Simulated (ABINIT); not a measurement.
Crystal: Pb.

```
CELL_PARAMETERS angstrom
0.00000 2.47502 2.47502
2.47502 0.00000 2.47502
2.47502 2.47502 0.00000
ATOMIC_POSITIONS crystal
Pb 0.00000 0.00000 0.00000
```

| Property | Result |
| --- | --- |
| Program | ABINIT 10.8.3 (patched build) |
| Task | single point |
| Functional | PBEsol |
| Potentials or basis | PseudoDojo NC SR PBEsol v0.4.1 standard |
| Cutoff | 762 eV |
| k mesh | 9 × 9 × 9 |
| Occupations | fermi-dirac, width 0.05 eV |
| Spin | no spin polarisation |

On this cell: pressure -0.6 GPa; band gap on the k mesh none (metal or under the smearing width).

The same run follows on a disturbed copy (cell strained at random at fixed volume):

```
CELL_PARAMETERS angstrom
-0.00696 2.46968 2.44843
2.44759 -0.02698 2.46845
2.45382 2.49594 -0.03322
ATOMIC_POSITIONS crystal
Pb 0.98764 0.00709 0.01656
```

Problem. What changes?

Solution. The energy (extrapolated to zero smearing) moves by +1.9 meV/atom; pressure -0.6 GPa; band gap on the k mesh none (metal or under the smearing width).

Stress tensor (GPa, compression positive):
```
-0.37 -0.01  0.17
-0.01 -0.74  0.73
 0.17  0.73 -0.57
```
